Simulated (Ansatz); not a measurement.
Input for Ansatz (plane-wave DFT, PAW):

```yaml
crystal:
  lattice:
    - [2.4656258656, 0.0, 0.0]
    - [-1.2328129328, 2.1341717666, 0.0]
    - [0.0, 0.0, 26.0]
  atoms:
    - { symbol: C, position: [0.6666996635, 0.333399327, 0.5] }
    - { symbol: C, position: [0.3333003365, 0.666600673, 0.5] }
  periodic: [true, true, false]
basis:
  ecutwfc: 420
kpoints:
  mp_grid: { grid: [12, 12, 1] }
hamiltonian:
  xc: pbe
  dispersion: d3bj
scf:
  occupations: { method: gaussian, width: 0.02 }
output:
  forces: true
  stress: true
  eigenvalues: true
relax:
  adjacent_minimum: "off"
  f_tol: 0.005
  max_steps: 80
  cell: { stress_2d_tol: 0.02 }
```

It can be run as
```bash
ansatz run input.yaml --threads 1 --pin off --backend cpu --events-out ev --progress --plain --runs-dir out  # memory cap (--max-ram) not shown
```

Computed with Ansatz, DFT PBE+D3(BJ), scalar-relativistic, plane waves, PAW.

From the run's log, abridged (final results; tables in files aren't shown):

```
SCF 11 converged in 4 iterations: F = -502.055658 eV  dr2 = 1.34e-13
SCF converged after 4 iterations
Free energy (F): -502.055658 eV
Harris-Foulkes:  -502.055658 eV  (|F-HF|=3.93e-11)
Internal energy: -502.055640 eV  (E = F + TS)
E sigma→0 (E₀):  -502.055649 eV
Entropy (-TS):   -0.000017 eV (-0.009 meV/atom)
Fermi energy:    -4.243934 eV
--- Per-component energies (eV) ---
  E_band       = -107.153363
  E_kinetic    = 181.655640
  E_local      = -6748.036732  (includes V_loc(G=0)·N_el)
  E_nonlocal   = 54.580863
  E_hartree    = 3268.497832
  E_xc         = -95.926388
  E_vxc        = -118.748511  (∫ρ·V_xc dr)
  E_paw        = -198.682361  (= ΣΔE_a)
  E_vpaw       = -13.600315  (= ΣTr[D̂ρ^β])
  E_aug_tail   = 0.000015  (compensation charges beyond the density's cutoff)
  E_ewald      = 3036.032610
  E_disp       = -0.177119  (pairwise vdW)
  E_smearing   = -0.000017  (= −TS)
--- Forces (eV/Å), atoms counted from 1 ---
  atom   1  C      0.00000000    -0.00052690     0.00000000
  atom   2  C      0.00000000     0.00052690     0.00000000
--- 2D stress c σ (N/m, compression-positive) ---
        0.007020       0.000000       0.000000
        0.000000      -0.004469       0.000000
        0.000000       0.000000       0.000000
  P = ½ c Tr σ = 0.0013 N/m
--- Band table (eV; the first three rows and the last of 43) ---
  k-point 0: bands = ["-23.7683", "-11.8663", "-7.3226", "-7.2620", "-0.9839 (-0.9840°)", "-0.2162 (-0.2248°)", "0.3731", "0.5706"]
  k-point 1: bands = ["-23.6041", "-11.6694", "-7.9667", "-7.6073", "-0.7605 (-0.7606°)", "0.0103 (0.0020°)", "0.6018", "0.7986"]
  k-point 2: bands = ["-23.1130", "-11.0841", "-9.5925", "-8.4139", "-0.0907 (-0.0908°)", "0.6889 (0.6812°)", "1.2881", "1.4821"]
  k-point 42: bands = ["-19.5007", "-14.7548", "-13.2331", "-7.0034", "-1.4040", "4.9613 (4.9612°)", "5.6255", "6.5103"]
  ° read free of the cell's end (the report's vacuum.weakly_bound_levels)
--- Relaxed structure (10 steps of the walk, 9 accepted, 1 SCFs on fresh bases) ---
  F+E_penalty+E_count = -502.05565765 eV   max|allowed force component| = 5.269e-4 eV/Å   (the final SCF, on the basis selected at the relaxed cell)
  cell:  # Å, volume = 136.9108 Å³
    - [2.46919314, 0.0, 0.0]
    - [-1.23459657, 2.13259976, 0.0]
    - [0.0, 0.0, 26.0]
  atoms:
    - { symbol: C, position: [0.66635628, 0.33271257, 0.5] }
    - { symbol: C, position: [0.33364371, 0.66728742, 0.5] }
```

The relaxation met its thresholds.